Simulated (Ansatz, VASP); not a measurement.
## SrO: VASP beside Ansatz

The input INCAR:

```
PREC = Accurate ; ENCUT = 520
EDIFF = 1E-8 ; ISMEAR = -1
SIGMA = 0.02 ; LREAL = F
LASPH = T ; NELM = 60
ALGO = Normal ; ISIF = 2
LWAVE = F ; LCHARG = F
GGA = PE ; LEFG = T
NBANDS = 15
```

File KPOINTS:

```
regular mesh
0
Gamma
  8 8 8
```

File POSCAR:

```
SrO
1.0
    0.0000000000      2.5262356518      2.5262356518
    2.5262356518      0.0000000000      2.5262356518
    2.5262356518      2.5262356518      0.0000000000
Sr O
1 1
Direct
    0.0000000000      0.0000000000      0.0000000000
    0.5000000000      0.5000000000      0.5000000000
```

Input for Ansatz:

```yaml
crystal:
  lattice:
    - [0.0, 2.5262356518, 2.5262356518]
    - [2.5262356518, 0.0, 2.5262356518]
    - [2.5262356518, 2.5262356518, 0.0]
  atoms:
    - { symbol: Sr, position: [0.0, 0.0, 0.0] }
    - { symbol: O, position: [0.5, 0.5, 0.5] }
kpoints:
  mp_grid: { grid: [8, 8, 8] }
scf:
  occupations: { method: fermi_dirac, width: 0.02 }
hamiltonian:
  xc: pbe
  pseudopotentials: { kind: paw }
output:
  forces: true
  stress: true
  eigenvalues: true
  efg: { contact_densities: true }
```

Change from the starting cell: volume scaled by 0.95, PAW files.

Alike in both runs: task electric field gradients; functional PBE; k mesh 8 × 8 × 8; occupations fermi-dirac, width 0.02 eV; no spin polarisation.

|  | VASP | Ansatz |
| --- | --- | --- |
| version | VASP 6.6.1 | Ansatz 0.2.0 |
| potentials or method | VASP PAW PBE potentials, release 64 (Sr_sv, O) | PAW with Ansatz's default frozen-core files, scalar-relativistic |
| plane-wave cutoff (eV) | 520 | 420 |
| valence electrons in the cell | 16 | 16 |

|  | VASP | Ansatz | Ansatz less VASP |
| --- | --- | --- | --- |
| gap on the k mesh at the Fermi level (eV) | 3.23 | 3.28 | +0.054 |
| pressure (GPa) | 9.3 | 8.5 | -0.74 |
| Vzz of the field gradient on the site that differs most (V/Å²) | 0.0 | 0.0 | 0.00 |

The functional is the same, so the differences come from potentials, cutoffs and numerics. Ansatz warned: «gradients_without_spin_orbit».

A k mesh can miss the band edges.
